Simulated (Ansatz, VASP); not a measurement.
**Two plane-wave programs on ZnS**

```
Zn S
1.0
     0.00000    2.69368    2.69368
     2.69368    0.00000    2.69368
     2.69368    2.69368    0.00000
Zn S
1 1
Direct
  0.00000 0.00000 0.00000
  0.75000 0.75000 0.75000
```

The cell is a database's computed one.

Alike in both runs: task single point; functional PBE; k mesh 6 × 6 × 6; occupations gaussian, width 0.1 eV; no spin polarisation.

|  | VASP | Ansatz |
| --- | --- | --- |
| version | VASP 6.6.1 | Ansatz 0.2.0 |
| potentials or method | VASP PAW PBE potentials, release 64 (Zn, S) | scalar-relativistic, plane waves, PAW |
| plane-wave cutoff (eV) | 520 | 420 |
| valence electrons in the cell | 18 | 18 |

```tsv
	VASP	Ansatz	Ansatz less VASP
gap on the k mesh at the Fermi level (eV)	2.15	2.15	-0.006
least direct gap on the mesh (eV)	2.15	2.15	-0.006
pressure (GPa)	2.5	2.3	-0.17
```

With one functional, cell and mesh, what is left measures potentials, basis and numerics.

PBE gaps usually lie below the measured ones, often by a third to a half.
